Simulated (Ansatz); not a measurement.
## MgO (P-6m2), an elastic constant from a strain scan

These are results of DFT PBE, scalar-relativistic, plane waves, PAW in Ansatz, not measurements. Cutoff 420 eV, Γ-centred 12×12×8 k-points, Gaussian smearing of 0.05 eV. No spin polarisation. Energies are free energies at this smearing, counted from the undisturbed cell; pressure is positive in compression.

The starting cell (relaxed at this level; this form isn't the usual structure):

```
Mg O
1.0
     2.93772    0.00000    0.00000
    -1.46886    2.54414    0.00000
     0.00000    0.00000    2.67979
Mg O
1 1
Direct
  0.00000 0.00000 0.00000
  0.33333 0.66667 0.50000
```

The cell is strained by ε times the Voigt pattern (1, -1, 0, 0, 0, 0) (xx, yy, zz, yz, xz, xy; engineering shear) with fractional coordinates fixed. The cell holds 2 atoms in V0 = 20.03 Å³. The stress column is τ = (1/V0) dE/dε, got from the stress tensor σ (compression positive) at each point as −det(1 + εP) σ : P(1 + εP)⁻¹, with P the pattern as a tensor.

| ε | ΔE (meV/atom) | τ (GPa) |
| --- | --- | --- |
| -0.0600 | 58.379 | -32.716 |
| -0.0450 | 32.018 | -23.632 |
| -0.0300 | 13.875 | -15.179 |
| -0.0150 | 3.377 | -7.312 |
| 0.0000 | 0.000 | 0.000 |
| 0.0150 | 3.208 | 6.793 |
| 0.0300 | 12.573 | 13.089 |
| 0.0450 | 27.612 | 18.919 |
| 0.0525 | 37.117 | 21.664 |
| 0.0600 | ? | ? |

Which combination of elastic constants does this scan measure, and how large is it?

For small ε, τ = τ0 + Kε with K = pᵀCp, which for this pattern is C11 + C22 − 2 C12 in the Cartesian frame shown. The parabola through τ at ε = -0.0150, 0 and 0.0150 has slope K = 470 GPa at zero. The energies per cell, E = NΔE, of the same two points give K = 2[E(ε₊)/ε₊ − E(ε₋)/ε₋]/[(ε₊ − ε₋)V0] = 468 GPa, in agreement. These are clamped-ion values.

Predict the withheld row at ε = 0.0600 from the harmonic law, and compare.

ΔE = V0(τ0 ε + Kε²/2)/N = 52.899 meV/atom and τ = 28.21 GPa. The calculation gives 47.898 meV/atom and 24.30 GPa: the energy lies 9 % below the harmonic value.

Forces appear on the atoms along this scan, and letting them relax would lower the energy and soften the response.

Cost: 10 runs of about 0.36 core-minutes in all, on Intel Xeon 6975P-C (Granite Rapids) (shared hosts).